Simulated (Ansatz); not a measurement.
Level of theory: DFT PBE, scalar-relativistic, plane waves, PAW (Ansatz 0.2.0). All cells share a 420 eV cutoff and Γ-centred k meshes spaced at most about 0.3 Å⁻¹ (about 0.25 or finer for metals, 2π included). No spin polarisation.

Each guess is relaxed in cell and atoms at zero pressure, on a coarse mesh first where it starts far from rest and then on a converged one. The steps can't lower the symmetry of the start, but it can rise. Energies are static (0 K, no zero-point motion).

Two unrelaxed guesses for HfH₅:

Guess 1.

```yaml
crystal:
  lattice:
    - [3.90042, 0.00000, 0.00000]
    - [-1.95021, 3.37787, 0.00000]
    - [0.00000, 0.00000, 5.18903]
  atoms:
    - { symbol: Hf, position: [0.00000, 0.00000, 0.50000] }
    - { symbol: H, position: [0.50000, 0.00000, 0.00000] }
    - { symbol: H, position: [0.00000, 0.50000, 0.00000] }
    - { symbol: H, position: [0.50000, 0.50000, 0.00000] }
    - { symbol: H, position: [0.33333, 0.66667, 0.00000] }
    - { symbol: H, position: [0.66667, 0.33333, 0.00000] }
```

Guess 2.

```yaml
crystal:
  lattice:
    - [0.00000, 3.04981, 3.04981]
    - [3.04981, 0.00000, 3.04981]
    - [3.04981, 3.04981, 0.00000]
  atoms:
    - { symbol: Hf, position: [0.00000, 0.00000, 0.00000] }
    - { symbol: H, position: [0.12500, 0.62500, 0.62500] }
    - { symbol: H, position: [0.62500, 0.62500, 0.62500] }
    - { symbol: H, position: [0.62500, 0.12500, 0.62500] }
    - { symbol: H, position: [0.62500, 0.62500, 0.12500] }
    - { symbol: H, position: [0.25000, 0.25000, 0.25000] }
```

Question: Which guess leads to the lower structure, and by how much?

Answer: Guess 2 ends lower, by 0.49 eV/atom. Guess 1: P6/mmm at 11.4 Å³/atom → P6/mmm at 6.4 Å³/atom; Guess 2: F-43m at 9.5 Å³/atom → F-43m at 5.6 Å³/atom. Counting H atoms around Hf (those within 1.25 times the shortest such distance or 1.15 times the sum of covalent radii, 1.27 where that leaves under three; a plus sign parts nearer from farther groups), the end of guess 1 has Hf 12+12 and the end of guess 2 has Hf 16. End of guess 1. Conventional cell: a = 3.870 Å, c = 2.946 Å. Hf is surrounded by 12 H at 2.43 Å, 12 H at 2.68 Å and 2 Hf at 2.95 Å; H on a site of symmetry mmm is surrounded by 2 H at 1.12 Å, 4 H at 1.93 Å and 4 Hf at 2.43 Å; H on a site of symmetry -6m2 has 3 H at 1.12 Å, 3 H at 2.23 Å and 6 Hf at 2.68 Å. End of guess 2. Conventional cell: a = 5.136 Å. Around Hf lie 16 H at 2.13–2.22 Å; around H on a site of symmetry 3m lie 6 H at 1.80–1.83 Å, 3 H at 2.13 Å and 3 Hf at 2.13 Å; H on a site of symmetry -43m is surrounded by 12 H at 2.13 Å and 4 Hf at 2.22 Å.

Ends held by symmetry can be saddle points. Neither end is the lowest form computed: that has space group Cmmm (No. 65) and lies 175 meV/atom below the better end. Even the lowest of the cells shown lies +0.21 eV/atom against the elements. These runs have no spin–orbit coupling, which can matter for Hf. With hydrogen, zero-point motion can shift such differences by 10 meV/atom or more. Some structure types and database cells were kept out of the candidates from the start, so a known form may be missing.
